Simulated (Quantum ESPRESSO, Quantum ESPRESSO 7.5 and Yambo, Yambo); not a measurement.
# A GW chain in Yambo: LiH (Fm-3m)

How does a plane-wave GW calculation on LiH (Fm-3m) run from the first input to the gap?

Main program and level: Quantum ESPRESSO 7.5 and Yambo 5.3.0; PBE and many-body steps on it, plane waves.

The database entry behind the starting cell differs from later determinations by our own check (the deuteride, about 0.2 % short), so it need not match the best structure at ambient conditions.

## 1. The structure

The structure is cubic, space group Fm-3m (No. 225). Conventional cell: a = 4.074 Å, b = 4.074 Å, c = 4.074 Å, α = 90.00°, β = 90.00°, γ = 90.00°. Nearest to Li lie 6 H at 2.04 Å. H has 6 Li at 2.04 Å nearest. Farther neighbours are not listed.

Structure file:

```cif
data_structure
_symmetry_space_group_name_H-M 'P 1'
_symmetry_Int_Tables_number 1
_cell_length_a 2.8804
_cell_length_b 2.8804
_cell_length_c 2.8804
_cell_angle_alpha 60.000
_cell_angle_beta 60.000
_cell_angle_gamma 60.000
_cell_volume 16.90
loop_
_atom_site_label
_atom_site_type_symbol
_atom_site_fract_x
_atom_site_fract_y
_atom_site_fract_z
_atom_site_occupancy
Li1 Li 0.00000 0.00000 0.00000 1
H2 H 0.50000 0.50000 0.50000 1
```

The cell and positions come from the Crystallography Open Database and are kept as given unless a step says otherwise.

## 2. Ground state

This step: Quantum ESPRESSO 7.5; DFT, PBE, plane waves, norm-conserving pseudopotentials.

The ground-state density comes first.

Contents of pw.in:

```
&control
  calculation = 'scf'
  prefix = 'x'
  outdir = 'o'
  pseudo_dir = 'pseudo'
/
&system
  ibrav = 0
  nat = 2
  ntyp = 2
  ecutwfc = 66.0
  nbnd = 7
  force_symmorphic = .true.
/
&electrons
  conv_thr = 1e-10
  electron_maxstep = 80
  mixing_beta = 0.5
/
ATOMIC_SPECIES
  Li 6.94 Li.upf
  H 1.008 H.upf
CELL_PARAMETERS angstrom
  0.0000000000 2.0367500000 2.0367500000
  2.0367500000 -0.0000000000 2.0367500000
  2.0367500000 2.0367500000 -0.0000000000
ATOMIC_POSITIONS crystal
  Li 0.0000000000 0.0000000000 0.0000000000
  H 0.5000000000 0.5000000000 0.5000000000
K_POINTS automatic
  8 8 8 0 0 0
```

The run is started by

```
OMP_NUM_THREADS=1 mpirun -n 4 pw.x -nk 4 -in pw.in > pw.out
```

Log:

```text
Program PWSCF v.7.5 starts

     This program is part of the open-source Quantum ESPRESSO suite
     for quantum simulation of materials; please cite
         "P. Giannozzi et al., J. Phys.:Condens. Matter 21 395502 (2009);
         "P. Giannozzi et al., J. Phys.:Condens. Matter 29 465901 (2017);
         "P. Giannozzi et al., J. Chem. Phys. 152 154105 (2020);
     in publications or presentations arising from this work. More details at
     Message from routine setup:
     using ibrav=0 with symmetry is DISCOURAGED, use correct ibrav instead

     G-vector sticks info

     bravais-lattice index     =            0
     lattice parameter (alat)  =       5.4432  a.u.
     unit-cell volume          =     114.0354 (a.u.)^3
     number of atoms/cell      =            2
     number of atomic types    =            2
     number of electrons       =         4.00
     number of Kohn-Sham states=            7
     kinetic-energy cutoff     =      66.0000  Ry
     charge density cutoff     =     264.0000  Ry
     scf convergence threshold =      1.0E-10
     mixing beta               =       0.5000
     number of iterations used =            8  plain     mixing
     Exchange-correlation= PBE
                           (   1   4   3   4   0   0   0)

     celldm(1)=   5.443166  celldm(2)=   0.000000  celldm(3)=   0.000000
     celldm(4)=   0.000000  celldm(5)=   0.000000  celldm(6)=   0.000000

     crystal axes: (cart. coord. in units of alat)
               a(1) = (   0.000000   0.707107   0.707107 )
               a(2) = (   0.707107  -0.000000   0.707107 )
               a(3) = (   0.707107   0.707107  -0.000000 )

     reciprocal axes: (cart. coord. in units 2 pi/alat)
               b(1) = ( -0.707107  0.707107  0.707107 )
               b(2) = (  0.707107 -0.707107  0.707107 )
               b(3) = (  0.707107  0.707107 -0.707107 )
     Pseudo is Norm-conserving, Zval =  3.0
     Generated using ONCVPSP code by D. R. Hamann
     Using radial grid of 1944 points,  4 beta functions with:
     Pseudo is Norm-conserving, Zval =  1.0
     Generated using ONCVPSP code by D. R. Hamann
     Using radial grid of 1166 points,  3 beta functions with:
     Li                3.00     6.94000     Li( 1.00)
     H                 1.00     1.00800     H ( 1.00)

     48 Sym. Ops., with inversion, found

   Cartesian axes

     site n.     atom                  positions (alat units)
         1        Li     tau(   1) = (   0.0000000   0.0000000   0.0000000  )
         2        H      tau(   2) = (   0.7071068   0.7071068   0.7071068  )

     number of k points=    29
                       cart. coord. in units 2pi/alat
        k(    1) = (   0.0000000   0.0000000   0.0000000), wk =   0.0039062
        k(    2) = (   0.0883883   0.0883883  -0.0883883), wk =   0.0312500
        k(    3) = (   0.1767767   0.1767767  -0.1767767), wk =   0.0312500
        k(    4) = (   0.2651650   0.2651650  -0.2651650), wk =   0.0312500
        k(    5) = (  -0.3535534  -0.3535534   0.3535534), wk =   0.0156250
        k(    6) = (   0.1767767   0.0000000   0.0000000), wk =   0.0234375
        k(    7) = (   0.2651650   0.0883883  -0.0883883), wk =   0.0937500
        k(    8) = (   0.3535534   0.1767767  -0.1767767), wk =   0.0937500
        k(    9) = (  -0.2651650  -0.4419417   0.4419417), wk =   0.0937500
        k(   10) = (  -0.1767767  -0.3535534   0.3535534), wk =   0.0937500
     [... 17 further rows ...]
        k(   28) = (  -0.7071068   0.1767767  -0.0000000), wk =   0.0468750
        k(   29) = (  -0.7071068   0.3535534   0.0000000), wk =   0.0234375

     Dense  grid:     8363 G-vectors     FFT dimensions: (  30,  30,  30)

     Initial potential from superposition of free atoms

     starting charge       3.9954, renormalised to       4.0000
     Starting wfcs are    3 randomized atomic wfcs +    4 random wfcs

     per-process dynamical memory:     9.8 Mb

     Self-consistent Calculation

     iteration #  1     ecut=    66.00 Ry     beta= 0.50

     total energy              =     -15.63438007 Ry
     estimated scf accuracy    <       0.05125543 Ry

     iteration #  2     ecut=    66.00 Ry     beta= 0.50

     total energy              =     -15.63485648 Ry
     estimated scf accuracy    <       0.00516580 Ry

     iteration #  3     ecut=    66.00 Ry     beta= 0.50

     total energy              =     -15.63543645 Ry
     estimated scf accuracy    <       0.00003092 Ry

     iteration #  4     ecut=    66.00 Ry     beta= 0.50

     total energy              =     -15.63544290 Ry
     estimated scf accuracy    <       0.00000077 Ry

     iteration #  5     ecut=    66.00 Ry     beta= 0.50

     total energy              =     -15.63544300 Ry
     estimated scf accuracy    <       0.00000002 Ry

     iteration #  6     ecut=    66.00 Ry     beta= 0.50

     total energy              =     -15.63544300 Ry
     estimated scf accuracy    <          2.8E-10 Ry

     iteration #  7     ecut=    66.00 Ry     beta= 0.50

     End of self-consistent calculation

          k = 0.0000 0.0000 0.0000 (  1037 PWs)   bands (ev):

   -43.9079  -4.8608  15.8686  17.7975  17.7975  17.7975  22.4530

          k = 0.0884 0.0884-0.0884 (  1007 PWs)   bands (ev):

   -43.9019  -4.5896  13.8252  16.4524  17.2740  17.2740  21.9729

          k = 0.1768 0.1768-0.1768 (  1022 PWs)   bands (ev):

   -43.8885  -3.8129   9.8558  14.9914  16.6071  16.6071  21.9849

          k = 0.2652 0.2652-0.2652 (  1035 PWs)   bands (ev):

     [... further k-points ...]

     highest occupied, lowest unoccupied level (ev):     0.3929    3.4149

!    total energy              =     -15.63544300 Ry
     estimated scf accuracy    <          5.4E-11 Ry

     The total energy is the sum of the following terms:
     one-electron contribution =      -8.01310483 Ry
     hartree contribution      =       3.28880160 Ry
     xc contribution           =      -4.10568596 Ry
     ewald contribution        =      -6.80545381 Ry

     convergence has been achieved in   7 iterations

     XML data file, charge density, pseudopotentials, collected wavefunctions

=------------------------------------------------------------------------------=
   JOB DONE.
=------------------------------------------------------------------------------=
```

The job ended after 1.4 s (4 MPI ranks of Arm Neoverse V1, shared host; peak memory 0.05 GiB).

This step gave:

```
total energy               : -212.7310 eV
gap                        : 3.022 eV
k of the valence top       : 0, -0.5, -0.5
k of the conduction bottom : 0, -0.5, -0.5
least direct gap           : 3.022 eV
```

The gap is direct, at (0.000, -0.500, -0.500).

## 3. Bands along the symmetry lines

Levels along a band path, at the cheap level, show where the edges lie and whether the meshes to come will hold them.

Contents of pw.in:

```
&control
  calculation = 'bands'
  prefix = 'x'
  outdir = 'o'
  pseudo_dir = 'pseudo'
/
&system
  ibrav = 0
  nat = 2
  ntyp = 2
  ecutwfc = 66.0
  nbnd = 8
  force_symmorphic = .true.
/
&electrons
  conv_thr = 1e-9
  electron_maxstep = 80
  diago_full_acc = .true.
  diago_thr_init = 5e-6
/
ATOMIC_SPECIES
  Li 6.94 Li.upf
  H 1.008 H.upf
CELL_PARAMETERS angstrom
  0.0000000000 2.0367500000 2.0367500000
  2.0367500000 -0.0000000000 2.0367500000
  2.0367500000 2.0367500000 -0.0000000000
ATOMIC_POSITIONS crystal
  Li 0.0000000000 0.0000000000 0.0000000000
  H 0.5000000000 0.5000000000 0.5000000000
K_POINTS crystal
  50
  0.00000000 0.00000000 0.00000000 1
  0.06250000 0.00000000 0.06250000 1
  0.12500000 0.00000000 0.12500000 1
  0.18750000 0.00000000 0.18750000 1
  0.25000000 0.00000000 0.25000000 1
  0.31250000 0.00000000 0.31250000 1
  0.37500000 0.00000000 0.37500000 1
  0.43750000 0.00000000 0.43750000 1
  0.50000000 0.00000000 0.50000000 1
  0.51562500 0.03125000 0.51562500 1
  0.53125000 0.06250000 0.53125000 1
  0.54687500 0.09375000 0.54687500 1
  0.56250000 0.12500000 0.56250000 1
  0.57812500 0.15625000 0.57812500 1
  0.59375000 0.18750000 0.59375000 1
  0.60937500 0.21875000 0.60937500 1
  0.62500000 0.25000000 0.62500000 1
  0.37500000 0.37500000 0.75000000 1
  0.32812500 0.32812500 0.65625000 1
  0.28125000 0.28125000 0.56250000 1
  0.23437500 0.23437500 0.46875000 1
  0.18750000 0.18750000 0.37500000 1
  0.14062500 0.14062500 0.28125000 1
  0.09375000 0.09375000 0.18750000 1
  0.04687500 0.04687500 0.09375000 1
  0.00000000 0.00000000 0.00000000 1
  0.06250000 0.06250000 0.06250000 1
  0.12500000 0.12500000 0.12500000 1
  0.18750000 0.18750000 0.18750000 1
  0.25000000 0.25000000 0.25000000 1
  0.31250000 0.31250000 0.31250000 1
  0.37500000 0.37500000 0.37500000 1
  0.43750000 0.43750000 0.43750000 1
  0.50000000 0.50000000 0.50000000 1
  0.50000000 0.46875000 0.53125000 1
  0.50000000 0.43750000 0.56250000 1
  0.50000000 0.40625000 0.59375000 1
  0.50000000 0.37500000 0.62500000 1
  0.50000000 0.34375000 0.65625000 1
  0.50000000 0.31250000 0.68750000 1
  0.50000000 0.28125000 0.71875000 1
  0.50000000 0.25000000 0.75000000 1
  0.50000000 0.21875000 0.71875000 1
  0.50000000 0.18750000 0.68750000 1
  0.50000000 0.15625000 0.65625000 1
  0.50000000 0.12500000 0.62500000 1
  0.50000000 0.09375000 0.59375000 1
  0.50000000 0.06250000 0.56250000 1
  0.50000000 0.03125000 0.53125000 1
  0.50000000 0.00000000 0.50000000 1
```

Log:

```text
[banner, memory and clock lines left out]
Program PWSCF v.7.5 starts

     Atomic positions and unit cell read from directory:
     o/x.save/

     Message from routine setup:
     using ibrav=0 with symmetry is DISCOURAGED, use correct ibrav instead

     G-vector sticks info

     bravais-lattice index     =            0
     lattice parameter (alat)  =       5.4432  a.u.
     unit-cell volume          =     114.0354 (a.u.)^3
     number of atoms/cell      =            2
     number of atomic types    =            2
     number of electrons       =         4.00
     number of Kohn-Sham states=            8
     kinetic-energy cutoff     =      66.0000  Ry
     charge density cutoff     =     264.0000  Ry
     Exchange-correlation= PBE
                           (   1   4   3   4   0   0   0)

     celldm(1)=   5.443166  celldm(2)=   0.000000  celldm(3)=   0.000000
     celldm(4)=   0.000000  celldm(5)=   0.000000  celldm(6)=   0.000000

     crystal axes: (cart. coord. in units of alat)
               a(1) = (   0.000000   0.707107   0.707107 )
               a(2) = (   0.707107  -0.000000   0.707107 )
               a(3) = (   0.707107   0.707107  -0.000000 )

     reciprocal axes: (cart. coord. in units 2 pi/alat)
               b(1) = ( -0.707107  0.707107  0.707107 )
               b(2) = (  0.707107 -0.707107  0.707107 )
               b(3) = (  0.707107  0.707107 -0.707107 )
     Pseudo is Norm-conserving, Zval =  3.0
     Generated using ONCVPSP code by D. R. Hamann
     Using radial grid of 1944 points,  4 beta functions with:
     Pseudo is Norm-conserving, Zval =  1.0
     Generated using ONCVPSP code by D. R. Hamann
     Using radial grid of 1166 points,  3 beta functions with:
     Li                3.00     6.94000     Li( 1.00)
     H                 1.00     1.00800     H ( 1.00)

     48 Sym. Ops., with inversion, found

   Cartesian axes

     site n.     atom                  positions (alat units)
         1        Li     tau(   1) = (   0.0000000   0.0000000   0.0000000  )
         2        H      tau(   2) = (   0.7071068   0.7071068   0.7071068  )

     number of k points=    50
                       cart. coord. in units 2pi/alat
        k(    1) = (   0.0000000   0.0000000   0.0000000), wk =   0.0400000
        k(    2) = (   0.0000000   0.0883883   0.0000000), wk =   0.0400000
        k(    3) = (   0.0000000   0.1767767   0.0000000), wk =   0.0400000
[...]
[... 38 further rows ...]
        k(   49) = (   0.0441942   0.7071068   0.0000000), wk =   0.0400000
        k(   50) = (   0.0000000   0.7071068   0.0000000), wk =   0.0400000

     Dense  grid:     8363 G-vectors     FFT dimensions: (  30,  30,  30)

     The potential is recalculated from file :
     o/x.save/charge-density

     Starting wfcs are    3 randomized atomic wfcs +    5 random wfcs

     Band Structure Calculation

     End of band structure calculation

          k = 0.0000 0.0000 0.0000 (  1037 PWs)   bands (ev):

   -43.9080  -4.8608  15.8686  17.7975  17.7975  17.7975  22.4530  22.4530

          k = 0.0000 0.0884 0.0000 (  1010 PWs)   bands (ev):

   -43.9057  -4.7692  15.3165  17.0481  17.0481  18.2228  20.9417  23.4417

          k = 0.0000 0.1768 0.0000 (  1010 PWs)   bands (ev):

   -43.9002  -4.4931  14.1593  15.6599  15.6599  18.5996  19.1561  24.3970

          k = 0.0000 0.2652-0.0000 (  1010 PWs)   bands (ev):

[...]
k =-0.0000 0.4419 0.0000 (  1030 PWs)   bands (ev):

[...]
k = 0.0000 0.5303-0.0000 (  1030 PWs)   bands (ev):

[...]
k =-0.0000 0.6187 0.0000 (  1030 PWs)   bands (ev):

[...]
k = 0.5303 0.5303-0.0000 (  1021 PWs)   bands (ev):

[...]
k = 0.1326 0.7071-0.0000 (  1030 PWs)   bands (ev):

[...]
k = 0.0884 0.7071-0.0000 (  1030 PWs)   bands (ev):

[...]
k = 0.0442 0.7071 0.0000 (  1030 PWs)   bands (ev):

   -43.8577   0.3848   3.4497  10.6502  11.0110  14.4953  17.0293  33.4802

          k = 0.0000 0.7071 0.0000 (  1034 PWs)   bands (ev):

   -43.8577   0.3929   3.4149  10.9804  10.9804  14.0954  17.0154  34.1275

     XML data file, pseudopotentials, collected wavefunctions
```

The job ended after 1.2 s (4 MPI ranks; peak memory 0.05 GiB).

This step gave:

```yaml
gap: 3.022 eV
k_of_the_valence_top: 0.5, 0, 0.5
k_of_the_conduction_bottom: 0.5, 0, 0.5
least_direct_gap: 3.022 eV
```

The gap is 3.022 eV, as in the run before at this level.

The electronic bands at the labelled points (eV, zero at the top of the highest filled band; v1 is the highest filled band, c1 the lowest empty one):

```csv
point,v2,v1,c1,c2,c3,c4
Γ,-44.30,-5.25,15.48,17.40,17.40,17.40
halfway,-44.28,-3.75,10.13,12.73,12.73,15.96
X,-44.25,0.00,3.02,10.59,10.59,13.70
halfway,-44.25,-0.08,3.30,8.96,10.86,15.50
U,-44.25,-0.47,4.13,7.41,11.68,15.68
jump to K,-44.25,-0.47,4.13,7.41,11.68,15.68
halfway,-44.27,-3.67,9.75,9.89,15.65,16.99
Γ,-44.30,-5.25,15.48,17.40,17.40,17.40
halfway,-44.28,-4.21,9.46,14.60,16.21,16.21
L,-44.26,-2.49,4.80,13.25,16.07,16.07
halfway,-44.26,-1.61,5.00,8.66,12.93,15.97
W,-44.25,-0.20,5.24,5.24,11.40,17.12
halfway,-44.25,-0.10,3.58,7.93,10.99,16.83
X,-44.25,0.00,3.02,10.59,10.59,13.70
```

The electronic bands as a text plot (rows in eV, shown from -8.0 to 9.0 only):

```
    8.7 |              ++     ++                      +       +
    8.0 |       ++       +    ++             ++              +
    7.2 |                 ++++                         +
    6.5 |                   ++                 +        +   +
    5.8 |         +                                      + +
    5.1 |                  +                    +++++++++++
    4.4 |                 +                                ++
    3.7 |          ++   ++                                   +
    3.0 |            +++                                      +++
    2.3 |
    1.6 |
    0.9 |
    0.2 |            ****                                  ******
   -0.6 |          **    **                             ***
   -1.3 |                  *                          **
   -2.0 |         *         **                      **
   -2.7 |       **            **                ****
   -3.4 |                       *            ***
   -4.1 |    ***                 **         *
   -4.8 | ***                      ***   ***
   -5.5 |*                            ***
   -6.2 |
   -6.9 |
   -7.6 |
         Γ           X  U|K            Γ         L        W     X
```

(Continued in part 2 of 3.)

[Paths, hosts, dates, memory and timing lines, banners, echoed tables and standing remarks are left out of the program output.]

[Logs are printed without paths, hosts, clocks, repeated set-up lines and the standing remarks that a program may print on its own settings, such as how far it seeks lower states.]

[Runs of the session that timed out or met a known fault of the program may be left out.]

[Hosts, paths, dates, database ids (printed as entryN), source tags and the programs' standing remarks are cut or masked in the printed files.]
